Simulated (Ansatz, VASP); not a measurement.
Ag: VASP beside Ansatz

The input INCAR:

```
SYSTEM = Ag
  PREC = Accurate
  ENCUT = 520
  EDIFF = 1E-7
  ISMEAR = -1
  SIGMA = 0.1
  LREAL = .FALSE.
  LASPH = .TRUE.
  NELM = 150
  ALGO = Normal
  ISIF = 2
  LWAVE = .FALSE.
  LCHARG = .TRUE.
  MAGMOM = 0 0 0
  LORBIT = 11
  LSORBIT = .TRUE.
  GGA_COMPAT = .FALSE.
  LORBMOM = .TRUE.
  LMAXMIX = 4
  GGA = PE
  LVHAR = .TRUE.
  NBANDS = 22
```

Contents of KPOINTS:

```
Automatic mesh
0
G
  11 11 11
  0 0 0
```

Contents of POSCAR:

```
Ag
1.0
    2.7521713490      0.0000000000      0.0000000000
    0.0000000000      2.7521713490      0.0000000000
    0.0000000000      0.0000000000      2.7521713490
Ag
1
Direct
    0.0000000000      0.0000000000      0.0000000000
```

Input for Ansatz:

```yaml
crystal:
  lattice:
    - [2.752171349, 0.0, 0.0]
    - [0.0, 2.752171349, 0.0]
    - [0.0, 0.0, 2.752171349]
  atoms:
    - { symbol: Ag, position: [0.0, 0.0, 0.0] }
hamiltonian:
  xc: pbe
  pseudopotentials:
    kind: paw_fr
    azcp:
      Ag: "pseudopotentials/Ag.paw.azcp"
basis:
  ecutwfc: 420
  fft_grid_basis: typed
kpoints:
  mp_grid: { grid: [11, 11, 11], shift: [0, 0, 0] }
magnetization:
  noncollinear: true
  spin_orbit: true
scf:
  occupations: { method: fermi_dirac, width: 0.1 }
```

Alike in both runs: task single point; functional PBE; k mesh 11 × 11 × 11; occupations fermi-dirac, width 0.1 eV; non-collinear spin, spin-orbit coupling.

|  | VASP | Ansatz |
| --- | --- | --- |
| version | VASP 6.6.1 | Ansatz 0.2.0 |
| potentials or method | VASP PAW PBE potentials, release 64 (Ag) | plane waves (420 eV) with PAW, fully relativistic with spin-orbit coupling |
| plane-wave cutoff (eV) | 520 | 420 |
| valence electrons in the cell | 11 | 19 |

```tsv
	VASP	Ansatz	Ansatz less VASP
net moment per atom (μB)	0.00	0.00	0.000
```

The two sets of potentials don't hold the same shells in valence.
